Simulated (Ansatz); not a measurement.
# WSi2N4 bilayer (AB) in a perpendicular field, part 2 of 2

Wanted: the out-of-plane response of the WSi2N4 bilayer (AB). A positive field points along +c.

Ansatz 0.2.0; plane-wave DFT, PBE-D3(BJ), Ansatz PAW.

So far. Step 6 (Atoms held, field 0.2 V/Å): The dipole is 0.131 e·Å, 0.125 e·Å from its value without field, and the gap 2.097 eV. Step 7 (Single point, field 0.3 V/Å): The dipole is 0.193 e·Å, 0.187 e·Å from its value without field, and the gap 1.857 eV.

**8. Response, atoms held**

This step: plane-wave DFT, PBE-D3(BJ), Ansatz PAW; response to a field along the normal, atoms held (Ansatz 0.2.0).

The dipoles give the slope, and the difference of two potentials shows where the field is screened.

Numbers from this step:

```yaml
equivalent_conductor_thickness_p_eps_0ae: 15.60 Å
distance_between_the_outer_atoms: 17.05 Å
```

Table of dipole of the cell by applied field:

```
applied field (V/Å)  dipole of the cell (e·Å)
             -0.100                   -0.0563
              0.000                   0.00606
              0.100                    0.0684
              0.200                     0.131
              0.300                     0.193
```

Local field over the applied field, running mean. From the potentials at -0.1 and 0.1 V/Å; running mean over 2.8 Å. The local field over applied field by z:

z (Å), local field over applied field and a bar:
```
        5      0.998 ##############################
        6      0.979 #############################
        7      0.848 #########################
        8      0.560 ################
        9      0.313 ########
       10      0.183 ###
       11      0.151 ##
       12      0.088 
       13      0.084 
       14      0.148 ##
       15      0.179 ###
       16      0.291 #######
       17      0.404 ###########
       18      0.407 ###########
       19      0.295 #######
       20      0.180 ###
       21      0.149 ##
       22      0.086 
       23      0.085 
       24      0.149 ##
       25      0.180 ###
       26      0.304 #######
       27      0.545 ###############
       28      0.836 #########################
       29      0.976 #############################
       30      0.998 ##############################
```

The induced electron density oscillates, so the rows of the table below give means over windows of 0.5 Å about each position, cut where the curve ends. Its first 14 maxima inside the range that stand out by 2 % of the span (Å: e/Å³ per V/Å): 8.18: 0.00386, 9.20: 0.00123, 10.51: 0.00156, 11.39: 0.00122, 13.29: 3.7e-4, 14.02: -3.2e-4, 15.33: 0.00223, 16.21: -5.2e-4, 18.25: 0.00341, 19.13: 0.00130, 20.44: 0.00153, 21.32: 0.00129, 23.22: 4.1e-4, 24.09: -3.0e-4. Its first 14 minima: 8.91: 5.2e-4, 9.78: -0.00219, 10.95: 3.0e-4, 11.83: -4.1e-4, 13.73: -0.00130, 14.60: -0.00153, 15.92: -0.00126, 16.79: -0.00343, 18.84: 4.7e-4, 19.71: -0.00223, 21.03: 3.2e-4, 21.76: -3.7e-4, 23.66: -0.00122, 24.53: -0.00156.

Electrons, planar mean, per unit field. The induced electron density by z; means over each step:

z (Å), induced electron density (e/Å³ per V/Å) and a bar from the least value:
```
      4.5    0.00000 ###############
      5.0    0.00001 ###############
      5.5    0.00002 ###############
      6.0    0.00008 ###############
      6.5    0.00025 ################
      7.0    0.00072 ##################
      7.5    0.00184 #######################
      8.0    0.00343 ##############################
      8.5    0.00255 ##########################
      9.0    0.00087 ###################
      9.5   -0.00099 ###########
     10.0   -0.00085 ###########
     10.5    0.00128 #####################
     11.0    0.00065 ##################
     11.5    0.00059 ##################
     12.0   -0.00022 ##############
     12.5    0.00001 ###############
     13.0    0.00016 ################
     13.5   -0.00036 ##############
     14.0   -0.00070 ############
     14.5   -0.00128 ##########
     15.0    0.00042 #################
     15.5    0.00135 #####################
     16.0   -0.00084 ############
     16.5   -0.00213 ######
     17.0   -0.00278 ###
     17.5   -0.00008 ###############
     18.0    0.00264 ###########################
     18.5    0.00228 #########################
     19.0    0.00088 ###################
     19.5   -0.00112 ##########
     20.0   -0.00069 ############
     20.5    0.00128 #####################
     21.0    0.00066 ##################
     21.5    0.00050 #################
     22.0   -0.00020 ##############
     22.5    0.00000 ###############
     23.0    0.00019 ################
     23.5   -0.00045 #############
     24.0   -0.00066 ############
     24.5   -0.00129 ##########
     25.0    0.00057 ##################
     25.5    0.00125 #####################
     26.0   -0.00086 ###########
     26.5   -0.00227 #####
     27.0   -0.00351 
     27.5   -0.00201 ######
     28.0   -0.00078 ############
     28.5   -0.00027 ##############
     29.0   -0.00008 ###############
     29.5   -0.00002 ###############
     30.0   -0.00001 ###############
     30.5    0.00000 ###############
```

The smaller of the gaps on the path and on the k-mesh, counted as 0 under 0.03 eV. Gap against applied field:

```
applied field (V/Å)  gap (eV)
             -0.100      2.02
              0.000      2.23
              0.100      2.31
              0.200      2.10
              0.300      1.86
```

By hand: between -0.1 and 0.1 V/Å the dipole changes by 0.1247 e·Å, a slope of 0.6234 e·Å²/V. A perfect conductor of thickness t has p = ε₀AEt, so t = 180.95 × 0.6234 / 7.230 = 15.60 Å (e/ε₀ = 180.95 V·Å, A in Å²).

The induced dipole is that of a conductor 15.60 Å thick.

**9. Outcome**

| Property | Result |
| --- | --- |
| gap without field | 2.23 eV |
| ionisation energy, upper face | 5.17 eV |
| electron affinity, upper face | 2.94 eV |
| step between the vacuum levels | -0.152 eV |
| equivalent conductor thickness, atoms held | 15.6 Å |

What this shows: The induced dipole equals that of a perfect conductor 15.60 Å thick, while the outer atoms lie 17.05 Å apart; an out-of-plane ε follows only once a thickness t is chosen, by 1 − 1/ε = 15.60 Å / t. The two faces differ: the vacuum level above lies 0.15 eV lower than the one below. The gap goes from 2.23 eV to 1.86 eV at 0.3 V/Å. With the field reversed the gap is 2.02 eV at -0.1 V/Å. Semilocal functionals give gaps that are too small, and excitons are not included. Spin-orbit coupling is left out, which matters for the bands of elements this heavy. The outer anions sit over the metal atoms, one of several polytypes of such layers and not the lowest for every compound.

[Logs are printed without paths, hosts, clocks, repeated set-up lines and the standing remarks that a program may print on its own settings, such as how far it seeks lower states.]

[Hosts, paths, dates, database ids (printed as entryN), source tags and the programs' standing remarks are cut or masked in the printed files.]

[Maps of the electrostatic potential energy from Ansatz leave out the sawtooth potential of an applied field or a dipole correction, so their vacuum need not be flat; planar profiles and work functions include it.]
